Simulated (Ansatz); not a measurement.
**BaTiO3: further runs on the relaxed cell**

One table from this session's results is given with a row withheld; the runs are named, their logs left out.

Computed with Ansatz 0.2.0 (DFT PBE, scalar-relativistic, plane waves, PAW, unless a step's input says otherwise).

1 further run of the same task is left out (set aside as unsound or not needed).

### The starting structure

It takes space group Amm2 (No. 38, orthorhombic). The conventional cell has a = 3.972 Å, b = 5.781 Å, c = 5.832 Å, α = 90.00°, β = 90.00°, γ = 90.00°. Ba (site symmetry mm2) has 12 O at 2.77 to 3.06 Å as nearest neighbours. Ti (site symmetry mm2) has 4 O at 1.85 to 2.00 Å as nearest neighbours. O (site symmetry mm2) has 2 Ti at 2.00 Å and 3 Ba at 2.77 to 2.89 Å as nearest neighbours. O (site symmetry m) has 1 Ti at 1.85 Å as nearest neighbours.

Coordinates:

```
Ba Ti O
1.0
     3.97239    0.00000    0.00000
     0.00000    2.89056    2.91590
     0.00000   -2.89056    2.91590
Ba Ti O
1 1 3
Direct
  0.00000 0.01160 0.01160
  0.50000 0.52781 0.52781
  0.00000 0.48729 0.48729
  0.50000 0.49316 0.97637
  0.50000 0.97637 0.49316
```

It is the result of an earlier relaxation at this level (volume 13.39 Å³/atom; gap on the mesh: 2.39 eV).

The first run:

The input, input.yaml:

```yaml
crystal:
  lattice:
    - [3.9723905801, 0.0, 0.0]
    - [0.0, 2.8905577527, 2.9158992921]
    - [0.0, -2.8905577527, 2.9158992921]
  atoms:
    - { symbol: Ba, position: [0.0, 0.0115969513, 0.0115969513] }
    - { symbol: Ti, position: [0.5, 0.5278060053, 0.5278060053] }
    - { symbol: O, position: [0.0, 0.4872863794, 0.4872863794] }
    - { symbol: O, position: [0.5, 0.4931620063, 0.9763686577] }
    - { symbol: O, position: [0.5, 0.9763686577, 0.4931620063] }
basis:
  ecutwfc: 420
kpoints:
  mp_grid: { grid: [8, 8, 8] }
  band_path:
    path:
      - [[0.0, 0.0, 0.0], [0.0, 0.5, 0.5], [0.0, 0.50432652, 0.49567348]]
      - [[0.0, 0.49567348, -0.49567348], [0.0, 0.0, 0.0], [0.5, 0.0, 0.0], [0.5, 0.49567348, -0.49567348]]
      - [[0.5, 0.50432652, 0.49567348], [0.5, 0.5, 0.5], [0.0, 0.5, 0.5]]
      - [[0.0, 0.0, 0.0], [0.0, 0.5, 0.0], [0.5, 0.5, 0.0], [0.5, 0.0, 0.0], [0.5, 0.5, 0.5]]
    npoints: 14
hamiltonian:
  xc: pbe
scf:
  occupations: { method: gaussian, width: 0.02 }
  n_extra_bands: 12
output:
  forces: true
  stress: true
  eigenvalues: true
  populations: true
  dos: { projected: true, de: 0.02, nscf_kmesh: { grid: [12, 12, 12] } }
  bader: true
  write_density: true
  write_potential: true
  elf: true
  volumetric_format: npy
```

The run is started by

```
ansatz run input.yaml --threads 1 --pin off --max-ram 2560MiB --backend cpu --events-out ev --progress --plain --runs-dir out
```

Among the steps run: Static run: bands, density of states and charges; Band edges anywhere in the zone; Eigenvalues a small step from each edge; The cell scaled to 0.97 of its volume; Volume × 1.03; Point at V/V0 = 0.94; Volume × 1.06.

One of the session's tables, all rows but one given; the rest of the session is left out.

It belongs to the step «Equation of state». 

| volume (Å³/atom) | energy above the lowest point (meV/atom) | pressure (GPa) | gap on the mesh (eV) |
| --- | --- | --- | --- |
| 12.589 | 16.3 | 7.16 | 2.12 |
| 12.991 | 3.7 | 3.11 | 2.25 |
| 13.393 | 0.0 | 0.01 | 2.39 |
| 13.794 | ? | ? | ? |
| 14.196 | 10.6 | -3.89 | 2.70 |

Estimate the missing values for volume (Å³/atom) = 13.794.

Worked estimate for «energy above the lowest point (meV/atom)». A straight line through the neighbours (13.393, 0.0) and (14.196, 10.6) gives 0.0 + (10.6 − 0.0) × (13.794 − 13.393) / (14.196 − 13.393) = 5.3; a parabola fitted to 3 rows on both sides gives 2.3.

**Answer.** energy above the lowest point (meV/atom): 2.9; pressure (GPa): -2.28; gap on the mesh (eV): 2.54. In «energy above the lowest point (meV/atom)» the line misses by +2.4 and the parabola by -0.6.
